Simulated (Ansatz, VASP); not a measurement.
AlN in VASP and in Ansatz

Contents of INCAR:

```
  ALGO = Normal
  EDIFF = 1E-8
  ENCUT = 520
  GGA = PE
  ISIF = 2
  ISMEAR = -1
  LASPH = True
  LCHARG = False
  LEFG = True
  LREAL = False
  LWAVE = False
  NBANDS = 11
  NELM = 60
  PREC = Accurate
  SIGMA = 0.02
```

KPOINTS

```
k-points
0
Gamma
  10 10 10
```

The input POSCAR:

```
AlN
1.0
    0.0000000000      1.9582200000      1.9780000000
    1.9582200000      0.0000000000      1.9780000000
    1.9582200000      1.9582200000      0.0000000000
Al N
1 1
Direct
    0.0000000000      0.0000000000      0.0000000000
    0.5000000000      0.5000000000      0.5000000000
```

Input for Ansatz:

```yaml
crystal:
  lattice:
    - [0.0, 1.95822, 1.978]
    - [1.95822, 0.0, 1.978]
    - [1.95822, 1.95822, 0.0]
  atoms:
    - { symbol: Al, position: [0.0, 0.0, 0.0] }
    - { symbol: "N", position: [0.5, 0.5, 0.5] }
kpoints:
  mp_grid: { grid: [10, 10, 10] }
scf:
  occupations: { method: fermi_dirac, width: 0.02 }
hamiltonian:
  xc: pbe
  pseudopotentials: { kind: paw }
output:
  forces: true
  stress: true
  eigenvalues: true
  efg: { contact_densities: true }
```

Change from the starting cell: equal xx and yy strain of -1 %, PAW files.

Alike in both runs: task electric field gradients; functional PBE; k mesh 10 × 10 × 10; occupations fermi-dirac, width 0.02 eV; no spin polarisation.

|  | VASP | Ansatz |
| --- | --- | --- |
| version | VASP 6.6.1 | Ansatz 0.2.0 |
| potentials or method | VASP PAW PBE potentials, release 64 (Al, N) | PAW with Ansatz's default frozen-core files, scalar-relativistic |
| plane-wave cutoff (eV) | 520 | 420 |
| valence electrons in the cell | 8 | 8 |

Ansatz gave:

```
gap on the k mesh at the Fermi level (eV)                      : 5.05
pressure (GPa)                                                 : 32.9
largest component of the traceless stress (GPa)                : 3.06
Vzz of the field gradient on the site that differs most (V/Å²) : 3.9
```

Estimate VASP's values.

gap on the k mesh at the Fermi level (eV): 5.07; pressure (GPa): 32.6; largest component of the traceless stress (GPa): 3.06; Vzz of the field gradient on the site that differs most (V/Å²): 4.2.

Caveats: so large a pressure means that the cell lies far from this level's equilibrium, or that cutoff or potentials fall short (VASP). A k mesh can miss the band edges.
